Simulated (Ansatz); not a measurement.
A crystal in the fcc structure was computed with PBE in Ansatz (plane waves, PAW datasets (generated soft set 1); cutoff 420 eV), no spin polarisation, no spin–orbit coupling, Fermi–Dirac smearing of 0.061 eV, k-spacing 0.06 Å⁻¹. It has a₀ = 3.121 Å and B₀ = 179 GPa.

(1) Which is it?
A. Nb
B. Lu
C. F
D. N
E. Pr

Answers

(1) D. The five: N 3.121 Å, 179 GPa; Pr 4.585 Å, 40 GPa; F 3.437 Å, 50 GPa; Lu 4.875 Å, 42 GPa; Nb 4.218 Å, 164 GPa.

Model structures, not the usual forms at ambient conditions (metastable or hypothetical): N, Pr, F, Lu, Nb. Spin polarisation is left out, and a magnetic state may lie lower for F. The open f shell of Pr is treated without spin here, so this is a model state and not the ground state.
